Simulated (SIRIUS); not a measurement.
# Ta (Im-3m) in SIRIUS: further runs, part 3 of 4

SIRIUS 7.12.0.

## Step 5: Equation of state, LDA, 17.65 Å³/atom (volume scaled by 0.98)

Contents of sirius.json:

```json
{
  "control": {
    "processing_unit": "cpu",
    "std_evp_solver_name": "lapack",
    "gen_evp_solver_name": "lapack",
    "verbosity": 2,
    "print_forces": false,
    "ortho_rf": true,
    "use_second_variation": true,
    "rmt_max": 3.0,
    "num_bands_to_print": 22,
    "save_wf": true
  },
  "parameters": {
    "electronic_structure_method": "full_potential_lapwlo",
    "xc_functionals": ["XC_LDA_X", "XC_LDA_C_PW"],
    "core_relativity": "dirac",
    "valence_relativity": "iora",
    "num_fv_states": 22,
    "smearing": "fermi_dirac",
    "smearing_width": 0.0018374661,
    "pw_cutoff": 20,
    "gk_cutoff": 3.54,
    "lmax_apw": 11,
    "lmax_rho": 8,
    "lmax_pot": 8,
    "num_mag_dims": 0,
    "auto_rmt": 0,
    "ngridk": [11, 11, 11],
    "shiftk": [0, 0, 0],
    "num_dft_iter": 80,
    "energy_tol": 1e-07,
    "density_tol": 1e-05,
    "use_symmetry": true
  },
  "settings": {"tol_ne": 1e-10},
  "iterative_solver": {"type": "exact"},
  "mixer": {"type": "anderson", "beta": 0.5, "max_history": 8},
  "unit_cell": {
    "lattice_vectors": [
      [-3.0995235929, 3.0995235929, 3.0995235929],
      [3.0995235929, -3.0995235929, 3.0995235929],
      [3.0995235929, 3.0995235929, -3.0995235929]
    ],
    "atom_types": ["Ta"],
    "atom_files": {"Ta": "Ta.json"},
    "atoms": {"Ta": [[0.0, 0.0, 0.0]]}
  }
}
```

Contents of Ta.json:

```json
{
  "name": "tantalum",
  "symbol": "Ta",
  "number": 73,
  "mass": 180.94788,
  "rmin": 1e-06,
  "rmt": 2.6,
  "nrmt": 800,
  "rinf": 15.8,
  "core": "1s2s2p3s3p3d4s4p4d",
  "valence": [
    {"basis": [{"enu": 0.21, "dme": 0, "n": 0, "auto": 0}, {"enu": 0.21, "dme": 1, "n": 0, "auto": 0}]},
    {"l": 0, "n": 1, "basis": [{"enu": 0.31, "dme": 0, "n": 0, "auto": 0}]},
    {"l": 1, "n": 2, "basis": [{"enu": 0.31, "dme": 0, "n": 0, "auto": 0}]},
    {"l": 2, "n": 3, "basis": [{"enu": 0.31, "dme": 0, "n": 0, "auto": 0}]},
    {"l": 3, "n": 4, "basis": [{"enu": 0.31, "dme": 0, "n": 0, "auto": 0}]},
    {"l": 4, "n": 5, "basis": [{"enu": 0.31, "dme": 0, "n": 0, "auto": 0}]}
  ],
  "lo": [
    {"l": 0, "basis": [{"enu": 0.31, "dme": 0, "n": 0, "auto": 0}, {"enu": 0.31, "dme": 1, "n": 0, "auto": 0}]},
    {
      "l": 0,
      "basis": [{"enu": -2.2272, "dme": 0, "n": 5, "auto": 1}, {"enu": -2.2272, "dme": 1, "n": 5, "auto": 1}]
    },
    {
      "l": 0,
      "basis": [{"enu": -2.2272, "dme": 1, "n": 5, "auto": 1}, {"enu": 0.31, "dme": 0, "n": 0, "auto": 0}]
    },
    {"l": 0, "basis": [{"enu": 0.31, "dme": 0, "n": 0, "auto": 0}, {"enu": 2.6769, "dme": 0, "n": 0, "auto": 0}]},
    {"l": 1, "basis": [{"enu": 0.31, "dme": 0, "n": 0, "auto": 0}, {"enu": 0.31, "dme": 1, "n": 0, "auto": 0}]},
    {
      "l": 1,
      "basis": [{"enu": -1.0003, "dme": 0, "n": 5, "auto": 1}, {"enu": -1.0003, "dme": 1, "n": 5, "auto": 1}]
    },
    {
      "l": 1,
      "basis": [{"enu": -1.0003, "dme": 1, "n": 5, "auto": 1}, {"enu": 0.31, "dme": 0, "n": 0, "auto": 0}]
    },
    {"l": 1, "basis": [{"enu": 0.31, "dme": 0, "n": 0, "auto": 0}, {"enu": 3.0319, "dme": 0, "n": 0, "auto": 0}]},
    {"l": 2, "basis": [{"enu": 0.31, "dme": 0, "n": 0, "auto": 0}, {"enu": 0.31, "dme": 1, "n": 0, "auto": 0}]},
    {"l": 2, "basis": [{"enu": 0.31, "dme": 1, "n": 0, "auto": 0}, {"enu": 0.31, "dme": 2, "n": 0, "auto": 0}]},
    {"l": 2, "basis": [{"enu": 0.31, "dme": 0, "n": 0, "auto": 0}, {"enu": 2.6177, "dme": 0, "n": 0, "auto": 0}]},
    {"l": 3, "basis": [{"enu": 0.31, "dme": 0, "n": 0, "auto": 0}, {"enu": 0.31, "dme": 1, "n": 0, "auto": 0}]},
    {
      "l": 3,
      "basis": [{"enu": -0.4747, "dme": 0, "n": 4, "auto": 1}, {"enu": -0.4747, "dme": 1, "n": 4, "auto": 1}]
    },
    {
      "l": 3,
      "basis": [{"enu": -0.4747, "dme": 1, "n": 4, "auto": 1}, {"enu": 0.31, "dme": 0, "n": 0, "auto": 0}]
    },
    {"l": 3, "basis": [{"enu": 0.31, "dme": 0, "n": 0, "auto": 0}, {"enu": 3.742, "dme": 0, "n": 0, "auto": 0}]},
    {"l": 4, "basis": [{"enu": 0.31, "dme": 0, "n": 0, "auto": 0}, {"enu": 0.31, "dme": 1, "n": 0, "auto": 0}]},
    {"l": 4, "basis": [{"enu": 0.31, "dme": 0, "n": 0, "auto": 0}, {"enu": 3.1502, "dme": 0, "n": 0, "auto": 0}]}
  ],
  "free_atom": [... radial grid and density of the free atom, the start of the SCF ...]
}
```

Contents of sirius_start.json:

```json
{
  "control": {
    "processing_unit": "cpu",
    "std_evp_solver_name": "lapack",
    "gen_evp_solver_name": "lapack",
    "verbosity": 1,
    "print_forces": false,
    "ortho_rf": true,
    "use_second_variation": true,
    "rmt_max": 3.0,
    "num_bands_to_print": 22,
    "save_wf": false
  },
  "parameters": {
    "electronic_structure_method": "full_potential_lapwlo",
    "xc_functionals": ["XC_LDA_X", "XC_LDA_C_PW"],
    "core_relativity": "dirac",
    "valence_relativity": "iora",
    "num_fv_states": 22,
    "smearing": "fermi_dirac",
    "smearing_width": 0.0055123983,
    "pw_cutoff": 20,
    "gk_cutoff": 2.83,
    "lmax_apw": 11,
    "lmax_rho": 8,
    "lmax_pot": 8,
    "num_mag_dims": 0,
    "auto_rmt": 0,
    "ngridk": [4, 4, 4],
    "shiftk": [0, 0, 0],
    "num_dft_iter": 30,
    "energy_tol": 0.01,
    "density_tol": 0.05,
    "use_symmetry": true
  },
  "settings": {"tol_ne": 1e-10},
  "iterative_solver": {"type": "exact"},
  "mixer": {"type": "anderson", "beta": 0.5, "max_history": 8},
  "unit_cell": {
    "lattice_vectors": [
      [-3.0995235929, 3.0995235929, 3.0995235929],
      [3.0995235929, -3.0995235929, 3.0995235929],
      [3.0995235929, 3.0995235929, -3.0995235929]
    ],
    "atom_types": ["Ta"],
    "atom_files": {"Ta": "Ta.json"},
    "atoms": {"Ta": [[0.0, 0.0, 0.0]]}
  }
}
```

The run is started by

```sh
$ OMP_NUM_THREADS=1 sirius.scf --input=sirius_start.json --output=start.json
$ OMP_NUM_THREADS=1 sirius.scf --input=sirius.json --output=output.json --task=1
```

Wall time 40 s (1 thread of Arm Neoverse V1, shared host); peak memory 0.34 GiB.

Results (log left out):

```yaml
Free_energy: -424957.7217 eV
Band_gap_on_the_k_mesh: none (metal or under the smearing width)
All_electrons_inside_the_program's_atomic_spheres: Ta 71.29 (radii Ta 2.6 bohr)
```

## Step 6: Equation of state, LDA, 18.01 Å³/atom

sirius.json, as its differences from that of step 5:

```diff
@@ -40,5 +40,5 @@
     "lattice_vectors": [
-      [-3.0995235929, 3.0995235929, 3.0995235929],
-      [3.0995235929, -3.0995235929, 3.0995235929],
-      [3.0995235929, 3.0995235929, -3.0995235929]
+      [-3.1204669551, 3.1204669551, 3.1204669551],
+      [3.1204669551, -3.1204669551, 3.1204669551],
+      [3.1204669551, 3.1204669551, -3.1204669551]
     ],
```

Contents of Ta.json:

```json
{
  "name": "tantalum",
  "symbol": "Ta",
  "number": 73,
  "mass": 180.94788,
  "rmin": 1e-06,
  "rmt": 2.6,
  "nrmt": 800,
  "rinf": 15.8,
  "core": "1s2s2p3s3p3d4s4p4d",
  "valence": [
    {"basis": [{"enu": 0.2, "dme": 0, "n": 0, "auto": 0}, {"enu": 0.2, "dme": 1, "n": 0, "auto": 0}]},
    {"l": 0, "n": 1, "basis": [{"enu": 0.3, "dme": 0, "n": 0, "auto": 0}]},
    {"l": 1, "n": 2, "basis": [{"enu": 0.3, "dme": 0, "n": 0, "auto": 0}]},
    {"l": 2, "n": 3, "basis": [{"enu": 0.3, "dme": 0, "n": 0, "auto": 0}]},
    {"l": 3, "n": 4, "basis": [{"enu": 0.3, "dme": 0, "n": 0, "auto": 0}]},
    {"l": 4, "n": 5, "basis": [{"enu": 0.3, "dme": 0, "n": 0, "auto": 0}]}
  ],
  "lo": [
    {"l": 0, "basis": [{"enu": 0.3, "dme": 0, "n": 0, "auto": 0}, {"enu": 0.3, "dme": 1, "n": 0, "auto": 0}]},
    {
      "l": 0,
      "basis": [{"enu": -2.2372, "dme": 0, "n": 5, "auto": 1}, {"enu": -2.2372, "dme": 1, "n": 5, "auto": 1}]
    },
    {"l": 0, "basis": [{"enu": -2.2372, "dme": 1, "n": 5, "auto": 1}, {"enu": 0.3, "dme": 0, "n": 0, "auto": 0}]},
    {"l": 0, "basis": [{"enu": 0.3, "dme": 0, "n": 0, "auto": 0}, {"enu": 2.6669, "dme": 0, "n": 0, "auto": 0}]},
    {"l": 1, "basis": [{"enu": 0.3, "dme": 0, "n": 0, "auto": 0}, {"enu": 0.3, "dme": 1, "n": 0, "auto": 0}]},
    {
      "l": 1,
      "basis": [{"enu": -1.0103, "dme": 0, "n": 5, "auto": 1}, {"enu": -1.0103, "dme": 1, "n": 5, "auto": 1}]
    },
    {"l": 1, "basis": [{"enu": -1.0103, "dme": 1, "n": 5, "auto": 1}, {"enu": 0.3, "dme": 0, "n": 0, "auto": 0}]},
    {"l": 1, "basis": [{"enu": 0.3, "dme": 0, "n": 0, "auto": 0}, {"enu": 3.0219, "dme": 0, "n": 0, "auto": 0}]},
    {"l": 2, "basis": [{"enu": 0.3, "dme": 0, "n": 0, "auto": 0}, {"enu": 0.3, "dme": 1, "n": 0, "auto": 0}]},
    {"l": 2, "basis": [{"enu": 0.3, "dme": 1, "n": 0, "auto": 0}, {"enu": 0.3, "dme": 2, "n": 0, "auto": 0}]},
    {"l": 2, "basis": [{"enu": 0.3, "dme": 0, "n": 0, "auto": 0}, {"enu": 2.6077, "dme": 0, "n": 0, "auto": 0}]},
    {"l": 3, "basis": [{"enu": 0.3, "dme": 0, "n": 0, "auto": 0}, {"enu": 0.3, "dme": 1, "n": 0, "auto": 0}]},
    {
      "l": 3,
      "basis": [{"enu": -0.4847, "dme": 0, "n": 4, "auto": 1}, {"enu": -0.4847, "dme": 1, "n": 4, "auto": 1}]
    },
    {"l": 3, "basis": [{"enu": -0.4847, "dme": 1, "n": 4, "auto": 1}, {"enu": 0.3, "dme": 0, "n": 0, "auto": 0}]},
    {"l": 3, "basis": [{"enu": 0.3, "dme": 0, "n": 0, "auto": 0}, {"enu": 3.732, "dme": 0, "n": 0, "auto": 0}]},
    {"l": 4, "basis": [{"enu": 0.3, "dme": 0, "n": 0, "auto": 0}, {"enu": 0.3, "dme": 1, "n": 0, "auto": 0}]},
    {"l": 4, "basis": [{"enu": 0.3, "dme": 0, "n": 0, "auto": 0}, {"enu": 3.1402, "dme": 0, "n": 0, "auto": 0}]}
  ],
  "free_atom": [... radial grid and density of the free atom, the start of the SCF ...]
}
```

sirius_start.json, as its differences from that of step 5:

```diff
@@ -40,5 +40,5 @@
     "lattice_vectors": [
-      [-3.0995235929, 3.0995235929, 3.0995235929],
-      [3.0995235929, -3.0995235929, 3.0995235929],
-      [3.0995235929, 3.0995235929, -3.0995235929]
+      [-3.1204669551, 3.1204669551, 3.1204669551],
+      [3.1204669551, -3.1204669551, 3.1204669551],
+      [3.1204669551, 3.1204669551, -3.1204669551]
     ],
```

Potentials or basis: all-electron FP-LAPW, apw+lo standard.

The run is started by

```sh
$ OMP_NUM_THREADS=1 sirius.scf --input=sirius_start.json --output=start.json
$ OMP_NUM_THREADS=1 sirius.scf --input=sirius.json --output=output.json --task=1
```

Wall time 41 s (1 thread of Arm Neoverse V1, shared host); peak memory 0.34 GiB.

It converged, with:

```
Free energy                                       : -424957.7047 eV
Band gap on the k mesh                            : none (metal or under the smearing width)
All electrons inside the program's atomic spheres : Ta 71.25 (radii Ta 2.6 bohr)
```

## Step 7: Equation of state, LDA, 18.37 Å³/atom (volume scaled by 1.02)

sirius.json, as its differences from that of step 6:

```diff
@@ -40,5 +40,5 @@
     "lattice_vectors": [
-      [-3.1204669551, 3.1204669551, 3.1204669551],
-      [3.1204669551, -3.1204669551, 3.1204669551],
-      [3.1204669551, 3.1204669551, -3.1204669551]
+      [-3.1411329013, 3.1411329013, 3.1411329013],
+      [3.1411329013, -3.1411329013, 3.1411329013],
+      [3.1411329013, 3.1411329013, -3.1411329013]
     ],
```

Contents of Ta.json:

```json
{
  "name": "tantalum",
  "symbol": "Ta",
  "number": 73,
  "mass": 180.94788,
  "rmin": 1e-06,
  "rmt": 2.6,
  "nrmt": 800,
  "rinf": 15.8,
  "core": "1s2s2p3s3p3d4s4p4d",
  "valence": [
    {"basis": [{"enu": 0.19, "dme": 0, "n": 0, "auto": 0}, {"enu": 0.19, "dme": 1, "n": 0, "auto": 0}]},
    {"l": 0, "n": 1, "basis": [{"enu": 0.29, "dme": 0, "n": 0, "auto": 0}]},
    {"l": 1, "n": 2, "basis": [{"enu": 0.29, "dme": 0, "n": 0, "auto": 0}]},
    {"l": 2, "n": 3, "basis": [{"enu": 0.29, "dme": 0, "n": 0, "auto": 0}]},
    {"l": 3, "n": 4, "basis": [{"enu": 0.29, "dme": 0, "n": 0, "auto": 0}]},
    {"l": 4, "n": 5, "basis": [{"enu": 0.29, "dme": 0, "n": 0, "auto": 0}]}
  ],
  "lo": [
    {"l": 0, "basis": [{"enu": 0.29, "dme": 0, "n": 0, "auto": 0}, {"enu": 0.29, "dme": 1, "n": 0, "auto": 0}]},
    {
      "l": 0,
      "basis": [{"enu": -2.2472, "dme": 0, "n": 5, "auto": 1}, {"enu": -2.2472, "dme": 1, "n": 5, "auto": 1}]
    },
    {
      "l": 0,
      "basis": [{"enu": -2.2472, "dme": 1, "n": 5, "auto": 1}, {"enu": 0.29, "dme": 0, "n": 0, "auto": 0}]
    },
    {"l": 0, "basis": [{"enu": 0.29, "dme": 0, "n": 0, "auto": 0}, {"enu": 2.6569, "dme": 0, "n": 0, "auto": 0}]},
    {"l": 1, "basis": [{"enu": 0.29, "dme": 0, "n": 0, "auto": 0}, {"enu": 0.29, "dme": 1, "n": 0, "auto": 0}]},
    {
      "l": 1,
      "basis": [{"enu": -1.0203, "dme": 0, "n": 5, "auto": 1}, {"enu": -1.0203, "dme": 1, "n": 5, "auto": 1}]
    },
    {
      "l": 1,
      "basis": [{"enu": -1.0203, "dme": 1, "n": 5, "auto": 1}, {"enu": 0.29, "dme": 0, "n": 0, "auto": 0}]
    },
    {"l": 1, "basis": [{"enu": 0.29, "dme": 0, "n": 0, "auto": 0}, {"enu": 3.0119, "dme": 0, "n": 0, "auto": 0}]},
    {"l": 2, "basis": [{"enu": 0.29, "dme": 0, "n": 0, "auto": 0}, {"enu": 0.29, "dme": 1, "n": 0, "auto": 0}]},
    {"l": 2, "basis": [{"enu": 0.29, "dme": 1, "n": 0, "auto": 0}, {"enu": 0.29, "dme": 2, "n": 0, "auto": 0}]},
    {"l": 2, "basis": [{"enu": 0.29, "dme": 0, "n": 0, "auto": 0}, {"enu": 2.5977, "dme": 0, "n": 0, "auto": 0}]},
    {"l": 3, "basis": [{"enu": 0.29, "dme": 0, "n": 0, "auto": 0}, {"enu": 0.29, "dme": 1, "n": 0, "auto": 0}]},
    {
      "l": 3,
      "basis": [{"enu": -0.4947, "dme": 0, "n": 4, "auto": 1}, {"enu": -0.4947, "dme": 1, "n": 4, "auto": 1}]
    },
    {
      "l": 3,
      "basis": [{"enu": -0.4947, "dme": 1, "n": 4, "auto": 1}, {"enu": 0.29, "dme": 0, "n": 0, "auto": 0}]
    },
    {"l": 3, "basis": [{"enu": 0.29, "dme": 0, "n": 0, "auto": 0}, {"enu": 3.722, "dme": 0, "n": 0, "auto": 0}]},
    {"l": 4, "basis": [{"enu": 0.29, "dme": 0, "n": 0, "auto": 0}, {"enu": 0.29, "dme": 1, "n": 0, "auto": 0}]},
    {"l": 4, "basis": [{"enu": 0.29, "dme": 0, "n": 0, "auto": 0}, {"enu": 3.1302, "dme": 0, "n": 0, "auto": 0}]}
  ],
  "free_atom": [... radial grid and density of the free atom, the start of the SCF ...]
}
```

sirius_start.json, as its differences from that of step 6:

```diff
@@ -40,5 +40,5 @@
     "lattice_vectors": [
-      [-3.1204669551, 3.1204669551, 3.1204669551],
-      [3.1204669551, -3.1204669551, 3.1204669551],
-      [3.1204669551, 3.1204669551, -3.1204669551]
+      [-3.1411329013, 3.1411329013, 3.1411329013],
+      [3.1411329013, -3.1411329013, 3.1411329013],
+      [3.1411329013, 3.1411329013, -3.1411329013]
     ],
```

The run is started by

```sh
$ OMP_NUM_THREADS=1 sirius.scf --input=sirius_start.json --output=start.json
$ OMP_NUM_THREADS=1 sirius.scf --input=sirius.json --output=output.json --task=1
```

It took 41 s on 1 thread of Arm Neoverse V1, shared host; peak memory 0.34 GiB.

The run converged. Its results:

```
Free energy                                       : -424957.6792 eV
Band gap on the k mesh                            : none (metal or under the smearing width)
All electrons inside the program's atomic spheres : Ta 71.20 (radii Ta 2.6 bohr)
```

(Part 3 of 4 ends here.)
